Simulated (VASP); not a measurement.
# Ca in VASP: convergence with vacuum

Input of the first run (vacuum 4); the others differ in this setting and in those tied to it:

INCAR

```
SYSTEM = Ca
PREC = Accurate ; ENCUT = 520
EDIFF = 1E-6 ; ISMEAR = 0
SIGMA = 0.02 ; LREAL = .False.
LASPH = .True. ; NELM = 100
ALGO = Fast ; ISIF = 2
LWAVE = .False. ; LCHARG = .False.
LDIPOL = .True. ; IDIPOL = 3
DIPOL = 0.5 0.5 0.500 ; GGA = PE
```

Contents of KPOINTS:

```
regular mesh
0
Gamma
  8 8 1
  0 0 0
```

POSCAR

```
Ca
1.0
    3.8460739625      0.0000000000      0.0000000000
   -1.5604914631      3.5152740033      0.0000000000
    0.0000000000      0.0000000000     13.5634691924
Ca
4
Direct
    0.1372894880      0.8627105120      0.1474549005
    0.5621491467      0.4378508533      0.3824849668
    0.9870088054      0.0129911946      0.6175150332
    0.4118684641      0.5881315359      0.8525450995
```

Potentials or basis: VASP PAW PBE potentials, release 64 (Ca_sv).

Command:

```bash
$ cat potpaw_PBE.64/Ca_sv/POTCAR > POTCAR
$ mpirun -np 1 vasp_std > vasp.out
```

Hardware: 1 thread of Intel(R) Xeon(R) Platinum 8488C (Sapphire Rapids) (shared host).

The values tried are 4, 6, 8, 10, 12, 15, 20, loosest first. From which on does the energy stay within 1 meV/atom of the tightest run that finished?

From 10 on.

| vacuum | energy less the tightest run, at zero smearing (meV/atom) | largest force (eV/Å) | SCF cycles | CPU time (s) | peak memory (GiB) |
| --- | --- | --- | --- | --- | --- |
| 4 | -123.11 | 0.291 | 42 | 220 | 0.34 |
| 6 | -17.17 | 0.054 | 26 | 170 | 0.36 |
| 8 | -1.55 | 0.084 | 33 | 220 | 0.4 |
| 10 | -0.51 | 0.092 | 37 | 240 | 0.39 |
| 12 | -0.13 | 0.091 | 35 | 260 | 0.43 |
| 15 | -0.02 | 0.092 | 36 | 320 | 0.48 |
| 20 | 0.00 | 0.092 | 41 | 440 | 0.53 |

Against the tightest run, the largest force stays within 0.005 eV/Å from 10 on. The tightest run that finished is the yardstick and may itself not be fully converged.
